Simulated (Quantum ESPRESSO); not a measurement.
# HfB2 (P6/mmm) in Quantum ESPRESSO: single point with PBE

Aim: the single point of HfB2 with PBE.

Program: Quantum ESPRESSO 7.5. These are calculated values, not measurements. Logs are shortened: lines on timing, memory, paths and dates and some standing lists are left out, and cuts for length are marked.

## Step 1: The crystal as given

It takes space group P6/mmm (No. 191, hexagonal). The conventional cell has a = 3.140 Å, b = 3.140 Å, c = 3.480 Å, α = 90.00°, β = 90.00°, γ = 120.00°. Hf (site symmetry 6/mmm) has 12 B at 2.51 Å as nearest neighbours. Around B (site symmetry -6m2) lie 3 B at 1.81 Å.

## Step 2: Single point, PBE

pw.in

```
&CONTROL
  calculation = 'scf'
  prefix = 'pwscf'
  outdir = './tmp'
  pseudo_dir = './pseudo'
  tprnfor = .true.
  tstress = .true.
  disk_io = 'nowf'
  verbosity = 'high'
/
&SYSTEM
  ibrav = 0
  nat = 3
  ntyp = 2
  ecutwfc = 76
  nbnd = 15
  occupations = 'smearing'
  smearing = 'fd'
  degauss = 0.00367493
/
&ELECTRONS
  conv_thr = 6d-10
  electron_maxstep = 120
  mixing_beta = 0.5
/
ATOMIC_SPECIES
Hf   178.4900 Hf.upf
B     10.8100 B.upf
CELL_PARAMETERS angstrom
   3.1400000000    0.0000000000    0.0000000000
  -1.5700000000    2.7193197679    0.0000000000
   0.0000000000    0.0000000000    3.4800000000
ATOMIC_POSITIONS crystal
Hf     0.0000000000    0.0000000000    0.0000000000
B      0.6666666667    0.3333333333    0.5000000000
B      0.3333333333    0.6666666667    0.5000000000
K_POINTS automatic
6 6 4 0 0 0
```

Potentials or basis: PseudoDojo 0.5 SR PBE standard.

The run is started by

```
OMP_NUM_THREADS=1 mpirun -n 2 pw.x -nk 2 -in pw.in > pw.out
```

pw.out:

```text
This program is part of the open-source Quantum ESPRESSO suite
     for quantum simulation of materials; please cite
[... 6 lines left out ...]
     using ibrav=0 with symmetry is DISCOURAGED, use correct ibrav instead

     K-points division:     npool     =       2
     Subspace diagonalization in iterative solution of the eigenvalue problem:
     a serial algorithm will be used

     G-vector sticks info
     --------------------
     sticks:   dense  smooth     PW     G-vecs:    dense   smooth      PW
     Sum         745     745    223                17977    17977    2955

     Using Slab Decomposition

     bravais-lattice index     =            0
     lattice parameter (alat)  =       5.9337  a.u.
     unit-cell volume          =     200.5237 (a.u.)^3
     number of atoms/cell      =            3
     number of atomic types    =            2
     number of electrons       =        18.00
     number of Kohn-Sham states=           15
     kinetic-energy cutoff     =      76.0000  Ry
     charge density cutoff     =     304.0000  Ry
     scf convergence threshold =      6.0E-10
     mixing beta               =       0.5000
     number of iterations used =            8  plain     mixing
     Exchange-correlation= PBE
                           (   1   4   3   4   0   0   0)

     celldm(1)=   5.933740  celldm(2)=   0.000000  celldm(3)=   0.000000
     celldm(4)=   0.000000  celldm(5)=   0.000000  celldm(6)=   0.000000

     crystal axes: (cart. coord. in units of alat)
               a(1) = (   1.000000   0.000000   0.000000 )
               a(2) = (  -0.500000   0.866025   0.000000 )
               a(3) = (   0.000000   0.000000   1.108280 )

     reciprocal axes: (cart. coord. in units 2 pi/alat)
               b(1) = (  1.000000  0.577350 -0.000000 )
               b(2) = (  0.000000  1.154701  0.000000 )
               b(3) = (  0.000000 -0.000000  0.902299 )

     PseudoPot. # 1 for Hf read from file:
     Hf.upf
     Pseudo is Norm-conserving + core correction, Zval = 12.0
     Generated using ONCVPSP code by D. R. Hamann
     Using radial grid of 1656 points,  8 beta functions with:
                l(1) =   0
                l(2) =   0
                l(3) =   1
                l(4) =   1
                l(5) =   2
                l(6) =   2
                l(7) =   3
                l(8) =   3
[... 534 lines left out ...]

          k = 0.0000-0.5774-0.4511 (  2252 PWs)   bands (ev):

   -45.1576 -14.2982 -14.1899 -13.7290   6.1654   9.0019  11.5330  11.8155
    13.8355  20.5418  20.6869  22.8007  23.7230  23.8783  24.7617

     occupation numbers
     1.0000   1.0000   1.0000   1.0000   1.0000   1.0000   1.0000   1.0000
     1.0000   0.0000   0.0000   0.0000   0.0000   0.0000   0.0000
[... 78 lines left out ...]
     occupation numbers
     1.0000   1.0000   1.0000   1.0000   1.0000   1.0000   1.0000   1.0000
     1.0000   0.0000   0.0000   0.0000   0.0000   0.0000   0.0000

     the Fermi energy is    16.1807 ev

!    total energy              =    -124.80864982 Ry
     estimated scf accuracy    <          1.3E-11 Ry
     smearing contrib. (-TS)   =      -0.00035220 Ry
     internal energy E=F+TS    =    -124.80829761 Ry

     The total energy is F=E-TS. E is the sum of the following terms:
     one-electron contribution =      -6.41726581 Ry
     hartree contribution      =      12.98237736 Ry
     xc contribution           =     -33.67356978 Ry
     ewald contribution        =     -97.69983939 Ry

     convergence has been achieved in   9 iterations

     Forces acting on atoms (cartesian axes, Ry/au):

     atom    1 type  1   force =     0.00000000    0.00000000   -0.00000000
     atom    2 type  2   force =    -0.00000000   -0.00000000    0.00000000
     atom    3 type  2   force =     0.00000000    0.00000000   -0.00000000
     The non-local contrib.  to forces
     atom    1 type  1   force =     0.00000000    0.00000000    0.00000000
     atom    2 type  2   force =     0.00000000    0.00000000    0.00000000
     atom    3 type  2   force =     0.00000000   -0.00000000    0.00000000
     The ionic contribution  to forces
     atom    1 type  1   force =     0.00000000    0.00000000    0.00000000
     atom    2 type  2   force =    -0.00000000    0.00000000    0.00000000
     atom    3 type  2   force =     0.00000000   -0.00000000    0.00000000
     The local contribution  to forces
     atom    1 type  1   force =    -0.00000000    0.00000000   -0.00000000
     atom    2 type  2   force =    -0.00000000    0.00000000   -0.00000000
     atom    3 type  2   force =     0.00000000   -0.00000000   -0.00000000
     The core correction contribution to forces
     atom    1 type  1   force =     0.00000000    0.00000000   -0.00000000
     atom    2 type  2   force =     0.00000000   -0.00000000   -0.00000000
     atom    3 type  2   force =    -0.00000000    0.00000000   -0.00000000
     The Hubbard contrib.    to forces
     atom    1 type  1   force =     0.00000000    0.00000000    0.00000000
     atom    2 type  2   force =     0.00000000    0.00000000    0.00000000
     atom    3 type  2   force =     0.00000000    0.00000000    0.00000000
     The SCF correction term to forces
     atom    1 type  1   force =     0.00000000    0.00000000    0.00000000
     atom    2 type  2   force =    -0.00000000    0.00000000   -0.00000000
     atom    3 type  2   force =     0.00000000   -0.00000000    0.00000000

     Total force =     0.000000     Total SCF correction =     0.000000

     Computing stress (Cartesian axis) and pressure

          total   stress  (Ry/bohr**3)                   (kbar)     P=       18.71
   0.00017676  -0.00000000   0.00000000           26.00       -0.00        0.00
  -0.00000000   0.00017676   0.00000000           -0.00       26.00        0.00
   0.00000000  -0.00000000   0.00002798            0.00       -0.00        4.12

     kinetic stress (kbar)  18393.66      0.00      0.00
                                0.00  18393.66      0.00
                                0.00     -0.00  18229.21

     local   stress (kbar)    379.99      0.00      0.00
                                0.00    379.99      0.00
                                0.00      0.00   1734.98

     nonloc. stress (kbar)   7170.86     -0.00      0.00
                               -0.00   7170.86      0.00
                                0.00      0.00   7146.37

     hartree stress (kbar)   3337.15     -0.00      0.00
                               -0.00   3337.15     -0.00
                                0.00     -0.00   2849.63

     exc-cor stress (kbar)   6597.39      0.00      0.00
                                0.00   6597.39      0.00
                                0.00      0.00   6592.06

     corecor stress (kbar) -12196.20     -0.00     -0.00
                               -0.00 -12196.20      0.00
                               -0.00      0.00 -12188.83

     ewald   stress (kbar) -23656.85     -0.00      0.00
                               -0.00 -23656.85     -0.00
                                0.00     -0.00 -24359.32

     hubbard stress (kbar)      0.00      0.00      0.00
                                0.00      0.00      0.00
                                0.00      0.00      0.00

     DFT-D   stress (kbar)      0.00      0.00      0.00
                                0.00      0.00      0.00
                                0.00      0.00      0.00

     XDM     stress (kbar)      0.00      0.00      0.00
                                0.00      0.00      0.00
                                0.00      0.00      0.00

     dft-nl  stress (kbar)      0.00      0.00      0.00
                                0.00      0.00      0.00
                                0.00      0.00      0.00

     TS-vdW  stress (kbar)      0.00      0.00      0.00
                                0.00      0.00      0.00
                                0.00      0.00      0.00

     MDB     stress (kbar)      0.00      0.00      0.00
                                0.00      0.00      0.00
                                0.00      0.00      0.00

     3D-RISM stress (kbar)      0.00      0.00      0.00
                                0.00      0.00      0.00
                                0.00      0.00      0.00

=------------------------------------------------------------------------------=
   JOB DONE.
=------------------------------------------------------------------------------=
```

It took 5.7 s on 2 MPI ranks of Arm Neoverse V2, shared host; peak memory 0.12 GiB.

What came out:

```
Free energy            : -1698.1082 eV
Pressure               : 1.9 GPa
Band gap on the k mesh : none (metal or under the smearing width)
```

Levels at points of the mesh, in eV from the Fermi level:
```
             k point  band 6  band 7  band 8  band 9  band 10  band 11  band 12  band 13
  (0.00, 0.00, 0.00)   -2.65   -2.57   -2.57   -2.45     4.38     4.38     5.00     5.00
 (0.00, 0.00, -0.50)   -8.03   -0.86   -0.86    0.66     0.66     1.36     1.36     2.57
 (0.00, -0.50, 0.00)   -8.72   -3.80   -3.10   -2.52     2.45     3.08     5.92     6.08
(0.00, -0.50, -0.50)   -7.18   -4.65   -4.37   -2.35     4.36     4.51     6.62     7.54
```

Caveat: the k mesh is coarse (spacing up to 0.45 Å⁻¹), so the values aren't converged.
